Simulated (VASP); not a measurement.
Here is a VASP 6.6.1 calculation.

INCAR

```
SYSTEM = AlN
ALGO = Normal
EDIFF = 1E-6
ENCUT = 500
GGA = PE
ISIF = 2
ISMEAR = 0
LASPH = .True.
LCHARG = .True.
LELF = .True.
LREAL = .False.
LVHAR = .True.
LWAVE = .False.
NBANDS = 16
NELM = 100
PREC = Accurate
SIGMA = 0.02
```

KPOINTS

```
k-points
0
Gamma
  5 5 4
  0 0 0
```

POSCAR

```
AlN
1.0
    3.3121157418      0.0000000000      0.0000000000
   -1.6560578709      2.8683763727      0.0000000000
    0.0000000000      0.0000000000      4.1875630000
Al N
2 2
Direct
    0.6666666667      0.3333333333      0.2500000000
    0.3333333333      0.6666666667      0.7500000000
    0.6666666667      0.3333333333      0.7500000000
    0.3333333333      0.6666666667      0.2500000000
```

Potentials or basis: VASP PAW PBE potentials, release 64 (Al_GW, N_GW).

The run is started by

```console
$ cat potpaw_PBE.64/Al_GW/POTCAR potpaw_PBE.64/N_GW/POTCAR > POTCAR
$ mpirun -np 1 vasp_std > vasp.out
```

Task: What does it give for the pressure?

Result: -0.8 GPa.

Task: Predict the band gap on the k mesh.

Result: 3.27 eV, direct.

Stress tensor (GPa, compression positive):
```
-0.72  0.00  0.00
 0.00 -0.72  0.00
 0.00  0.00 -0.85
```

Caveat: the k mesh is coarse (spacing up to 0.44 Å⁻¹), so the values aren't converged; the cutoff is under 1.25 times the usual one of these potentials, so pressure, stress and relaxed cells hold a basis-set (Pulay) error. Expect the measured gap to be larger: semilocal functionals such as PBE lack the derivative discontinuity.
